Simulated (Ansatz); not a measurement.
Crystal: Fe3Ge.

```
Ge Fe
1.0
     0.00000    2.87559    2.87559
     2.87559    0.00000    2.87559
     2.87559    2.87559    0.00000
Ge Fe
1 3
Direct
  0.00000 0.00000 0.00000
  0.75000 0.75000 0.75000
  0.25000 0.25000 0.25000
  0.50000 0.50000 0.50000
```

The cell comes from a database or a generator and needn't be the stable form of this composition.

```yaml
Program: Ansatz 0.2.0
Task: relaxation of cell and atoms
Functional: PBEsol
Potentials_or_basis: Ansatz PAW
Cutoff: "420 eV (not typed: the program's choice for these potentials)"
k_mesh: 8 × 8 × 8
Occupations: fermi-dirac, width 0.05 eV
Spin: collinear spin, ferromagnetic start
Starting_moments: "[0.0, 3.0, 3.0, 3.0] μB"
```

At the start: volume 11.89 Å³/atom.

Question: Where does the relaxation end?

Answer: It ends after 6 steps and the volume is 11.15 Å³/atom (-6.2 %); space group Fm-3m (No. 225, to 0.05 Å); moment 5.04 μB per cell.

The path:
| step | energy change (eV) | largest force (eV/Å) | volume (Å³) |
| --- | --- | --- | --- |
| 1 | 0.0000 | 0.0000 | 47.56 |
| 2 | -0.1000 | 0.0000 | 45.68 |
| 3 | -0.1150 | 0.0000 | 44.19 |
| 4 | -0.1178 | 0.0000 | 44.60 |
| 5 | -0.1178 | 0.0000 | 44.62 |
| 6 | -0.1164 | 0.0000 | 44.62 |

Final structure:
```
Ge Fe
1.0
     0.00000    2.81506    2.81506
     2.81506    0.00000    2.81506
     2.81506    2.81506    0.00000
Ge Fe
1 3
Direct
  0.00000 0.00000 0.00000
  0.75000 0.75000 0.75000
  0.25000 0.25000 0.25000
  0.50000 0.50000 0.50000
```

Caveat: the plane-wave basis is chosen anew once the cell has moved, so the energies of steps on either side of that aren't comparable; the PAW data sets come from PBE, with cores solved anew for the run's functional, which leaves a small shift of forces and pressure.
